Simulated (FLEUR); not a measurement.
Here is a FLEUR MaX-R8.1 (later development tree) calculation.

Contents of inp.xml:

```xml
<?xml version="1.0" encoding="UTF-8" standalone="no"?>
<fleurInput fleurInputVersion="0.39">
   <comment>
      SiC                                                                                                 
   </comment>
   <calculationSetup>
      <cutoffs Kmax="5.54" Gmax="17.2" GmaxXC="17.2" numbands="0"/>
      <scfLoop itmax="60" minDistance="0.00001" maxIterBroyd="15" imix="Anderson" alpha="0.05" precondParam="0.0" spinf="2.0" sdNocoIR="T"/>
      <coreElectrons ctail="T" frcor="F" kcrel="0" coretail_lmax="0"/>
      <xcFunctional name="pbe" relativisticCorrections="F"/>
      <magnetism jspins="1"/>
      <soc l_soc="F" theta="0.0" phi="0.0" spav="F"/>
      <expertModes spex="0" secvar="F"/>
      <geometryOptimization l_f="F" forcealpha="1.0" forcemix="BFGS" epsdisp="0.00001" epsforce="0.00001"/>
      <ldaU l_linMix="F" mixParam="0.05" spinf="1.0"/>
   </calculationSetup>
   <cell>
      <bzIntegration valenceElectrons="16.0" mode="hist" fermiSmearingEnergy="0.00183747">
         <kPointListSelection listName="default-1"/>
         <!-- k-points included here -->
         <xi:include xmlns:xi="http://www.w3.org/2001/XInclude" href="kpts.xml"> </xi:include>
      </bzIntegration>
      <!-- symmetry operations included here -->
      <xi:include xmlns:xi="http://www.w3.org/2001/XInclude" href="sym.xml"> </xi:include>
      <bulkLattice scale="1.0">
         <bravaisMatrix>
            <row-1>    0.0000000000000000     4.1177132255033992     4.1177132255033992</row-1>
            <row-2>    4.1177132255033992     0.0000000000000000     4.1177132255033992</row-2>
            <row-3>    4.1177132255033992     4.1177132255033992     0.0000000000000000</row-3>
         </bravaisMatrix>
      </bulkLattice>
   </cell>
   <atomSpecies>
      <species name="Silicon (Si)" element="Si" atomicNumber="14">
         <mtSphere radius="1.77" gridPoints="585" logIncrement="0.019"/>
         <atomicCutoffs lmax="8" lnonsphr="6"/>
         <electronConfig flipSpins="F">
            <coreConfig>(1s1/2)</coreConfig>
            <valenceConfig>(2s1/2) (2p1/2) (2p3/2) (3s1/2) (3p1/2) (3p3/2)</valenceConfig>
            <stateOccupation state="(3p1/2)" spinUp="0.333333" spinDown="0.333333"/>
            <stateOccupation state="(3p3/2)" spinUp="0.666667" spinDown="0.666667"/>
         </electronConfig>
         <energyParameters s="3" p="3" d="3" f="4"/>
         <lo type="SCLO" l="0" n="2" eDeriv="0"/>
         <lo type="SCLO" l="1" n="2" eDeriv="0"/>
         <lo type="SCLO" l="2" n="3" eDeriv="2"/>
         <lo type="SCLO" l="3" n="4" eDeriv="2"/>
      </species>
      <species name="Carbon (C)" element="C" atomicNumber="6">
         <mtSphere radius="1.53" gridPoints="507" logIncrement="0.02"/>
         <atomicCutoffs lmax="8" lnonsphr="6"/>
         <electronConfig flipSpins="F">
            <coreConfig>(1s1/2)</coreConfig>
            <valenceConfig>(2s1/2) (2p1/2) (2p3/2)</valenceConfig>
            <stateOccupation state="(2p1/2)" spinUp="0.333333" spinDown="0.333333"/>
            <stateOccupation state="(2p3/2)" spinUp="0.666667" spinDown="0.666667"/>
         </electronConfig>
         <energyParameters s="2" p="2" d="3" f="4"/>
         <lo type="SCLO" l="0" n="2" eDeriv="2"/>
         <lo type="SCLO" l="1" n="2" eDeriv="2"/>
         <lo type="SCLO" l="2" n="3" eDeriv="2"/>
      </species>
   </atomSpecies>
   <atomGroups>
      <atomGroup species="Silicon (Si)">
         <relPos label="                   1">.0000000000 .0000000000 .0000000000</relPos>
         <force calculate="T" relaxXYZ="TTT"/>
      </atomGroup>
      <atomGroup species="Carbon (C)">
         <relPos label="                   2">-1.000/4.000 -1.000/4.000 -1.000/4.000</relPos>
         <force calculate="T" relaxXYZ="TTT"/>
      </atomGroup>
   </atomGroups>
   <output dos="F" band="F" slice="F">
      <checks vchk="F" cdinf="F"/>
      <bandDOS minEnergy="-.5*Htr" maxEnergy="0.5*Htr" sigma="0.015" storeEVData="T"/>
      <vacuumDOS vacdos="F" integ="F" star="F" nstars="0" locx1="0.0" locy1="0.0" locx2="0.0" locy2="0.0" nstm="0" tworkf="0.0"/>
      <unfoldingBand unfoldBand="F" supercellX="1" supercellY="1" supercellZ="1"/>
      <plotting iplot="0" polar="F">
         <plot TwoD="T" vec1="  1.0  0.0  0.0" vec2="  0.0  1.0  0.0" vec3="  0.0  0.0  1.0" zero="  0.0  0.0  0.0" file="plot"/>
      </plotting>
      <chargeDensitySlicing numkpt="0" minEigenval="0.0" maxEigenval="0.0" nnne="0" pallst="F"/>
      <specialOutput eonly="F"/>
      <moessbauerParams electricFieldGradient="T" isomerShift="T" coreHyperfine="T" valenceHyperfine="T"/>
      <magneticCircularDichroism mcd="F" energyLo="-10.0" energyUp="0.0"/>
   </output>
  <!-- We include the file relax.xml here to enable relaxations (see documentation) -->
  <xi:include xmlns:xi="http://www.w3.org/2001/XInclude" href="relax.xml"> <xi:fallback/> </xi:include>
</fleurInput>
```

The input crystal.txt:

```
SiC
&input cartesian=F /
0.0000000000  2.1790000000  2.1790000000
2.1790000000  0.0000000000  2.1790000000
2.1790000000  2.1790000000  0.0000000000
1.8897261246
1.0 1.0 1.0

2
14 0.0000000000  0.0000000000  0.0000000000
6 0.7500000000  0.7500000000  0.7500000000

&kpt div1=10 div2=10 div3=10 gamma=T /
```

File inp.xml (bands):

```
<?xml version="1.0" encoding="UTF-8" standalone="no"?>
<fleurInput fleurInputVersion="0.39">
   <comment>
      SiC                                                                                                 
   </comment>
   <calculationSetup>
      <cutoffs Kmax="5.54" Gmax="17.2" GmaxXC="17.2" numbands="0"/>
      <scfLoop itmax="60" minDistance="0.00001" maxIterBroyd="15" imix="Anderson" alpha="0.05" precondParam="0.0" spinf="2.0" sdNocoIR="T"/>
      <coreElectrons ctail="T" frcor="F" kcrel="0" coretail_lmax="0"/>
      <xcFunctional name="pbe" relativisticCorrections="F"/>
      <magnetism jspins="1"/>
      <soc l_soc="F" theta="0.0" phi="0.0" spav="F"/>
      <expertModes spex="0" secvar="F"/>
      <geometryOptimization l_f="F" forcealpha="1.0" forcemix="BFGS" epsdisp="0.00001" epsforce="0.00001"/>
      <ldaU l_linMix="F" mixParam="0.05" spinf="1.0"/>
   </calculationSetup>
   <cell>
      <bzIntegration valenceElectrons="16.0" mode="hist" fermiSmearingEnergy="0.00183747">
         <kPointListSelection listName="path-1"/>
         <!-- k-points included here -->
         <xi:include xmlns:xi="http://www.w3.org/2001/XInclude" href="kpts.xml"> </xi:include>
      </bzIntegration>
      <!-- symmetry operations included here -->
      <xi:include xmlns:xi="http://www.w3.org/2001/XInclude" href="sym.xml"> </xi:include>
      <bulkLattice scale="1.0">
         <bravaisMatrix>
            <row-1>    0.0000000000000000     4.1177132255033992     4.1177132255033992</row-1>
            <row-2>    4.1177132255033992     0.0000000000000000     4.1177132255033992</row-2>
            <row-3>    4.1177132255033992     4.1177132255033992     0.0000000000000000</row-3>
         </bravaisMatrix>
      </bulkLattice>
   </cell>
   <atomSpecies>
      <species name="Silicon (Si)" element="Si" atomicNumber="14">
         <mtSphere radius="1.77" gridPoints="585" logIncrement="0.019"/>
         <atomicCutoffs lmax="8" lnonsphr="6"/>
         <electronConfig flipSpins="F">
            <coreConfig>(1s1/2)</coreConfig>
            <valenceConfig>(2s1/2) (2p1/2) (2p3/2) (3s1/2) (3p1/2) (3p3/2)</valenceConfig>
            <stateOccupation state="(3p1/2)" spinUp="0.333333" spinDown="0.333333"/>
            <stateOccupation state="(3p3/2)" spinUp="0.666667" spinDown="0.666667"/>
         </electronConfig>
         <energyParameters s="3" p="3" d="3" f="4"/>
         <lo type="SCLO" l="0" n="2" eDeriv="0"/>
         <lo type="SCLO" l="1" n="2" eDeriv="0"/>
         <lo type="SCLO" l="2" n="3" eDeriv="2"/>
         <lo type="SCLO" l="3" n="4" eDeriv="2"/>
      </species>
      <species name="Carbon (C)" element="C" atomicNumber="6">
         <mtSphere radius="1.53" gridPoints="507" logIncrement="0.02"/>
         <atomicCutoffs lmax="8" lnonsphr="6"/>
         <electronConfig flipSpins="F">
            <coreConfig>(1s1/2)</coreConfig>
            <valenceConfig>(2s1/2) (2p1/2) (2p3/2)</valenceConfig>
            <stateOccupation state="(2p1/2)" spinUp="0.333333" spinDown="0.333333"/>
            <stateOccupation state="(2p3/2)" spinUp="0.666667" spinDown="0.666667"/>
         </electronConfig>
         <energyParameters s="2" p="2" d="3" f="4"/>
         <lo type="SCLO" l="0" n="2" eDeriv="2"/>
         <lo type="SCLO" l="1" n="2" eDeriv="2"/>
         <lo type="SCLO" l="2" n="3" eDeriv="2"/>
      </species>
   </atomSpecies>
   <atomGroups>
      <atomGroup species="Silicon (Si)">
         <relPos label="                   1">.0000000000 .0000000000 .0000000000</relPos>
         <force calculate="T" relaxXYZ="TTT"/>
      </atomGroup>
      <atomGroup species="Carbon (C)">
         <relPos label="                   2">-1.000/4.000 -1.000/4.000 -1.000/4.000</relPos>
         <force calculate="T" relaxXYZ="TTT"/>
      </atomGroup>
   </atomGroups>
   <output dos="F" band="T" slice="F">
      <checks vchk="F" cdinf="F"/>
      <bandDOS minEnergy="-.5*Htr" maxEnergy="0.5*Htr" sigma="0.015" storeEVData="T"/>
      <vacuumDOS vacdos="F" integ="F" star="F" nstars="0" locx1="0.0" locy1="0.0" locx2="0.0" locy2="0.0" nstm="0" tworkf="0.0"/>
      <unfoldingBand unfoldBand="F" supercellX="1" supercellY="1" supercellZ="1"/>
      <plotting iplot="0" polar="F">
         <plot TwoD="T" vec1="  1.0  0.0  0.0" vec2="  0.0  1.0  0.0" vec3="  0.0  0.0  1.0" zero="  0.0  0.0  0.0" file="plot"/>
      </plotting>
      <chargeDensitySlicing numkpt="0" minEigenval="0.0" maxEigenval="0.0" nnne="0" pallst="F"/>
      <specialOutput eonly="F"/>
      <moessbauerParams electricFieldGradient="T" isomerShift="T" coreHyperfine="T" valenceHyperfine="T"/>
      <magneticCircularDichroism mcd="F" energyLo="-10.0" energyUp="0.0"/>
   </output>
  <!-- We include the file relax.xml here to enable relaxations (see documentation) -->
  <xi:include xmlns:xi="http://www.w3.org/2001/XInclude" href="relax.xml"> <xi:fallback/> </xi:include>
</fleurInput>
```

Potentials or basis: all-electron, FLAPW.

Run with:

```console
$ inpgen -f crystal.txt -profile fastHighL
$ # inp.xml edited to the form shown
$ fleur_MPI
$ fleur_MPI   # second run, on inp.xml (bands)
```

(1) Predict the band gap on the k mesh.

(2) Predict the band gap along the path.

Results:

(1) 1.36 eV, indirect (least direct gap 4.55 eV).

(2) 1.36 eV, indirect (least direct gap 4.55 eV).

**Experimental background.**

From “Insight into the structural, elastic and electronic properties of a new orthorhombic 6O-SiC polytype”, 2020, pmc:7200658, for a bulk crystal of SiC: band gap 2.4 eV (indirect).

Measured gap of SiC: 2.4 eV (indirect; quoted in “Insight into the structural, elastic and electronic properties of a new orthorhombic 6O-SiC polytype”, 2020, pmc:7200658). This calculation gives 1.36 eV (-1.04 eV). The value is that of PBE, without temperature or zero-point motion. Semilocal functionals fall short of measured gaps as a rule.
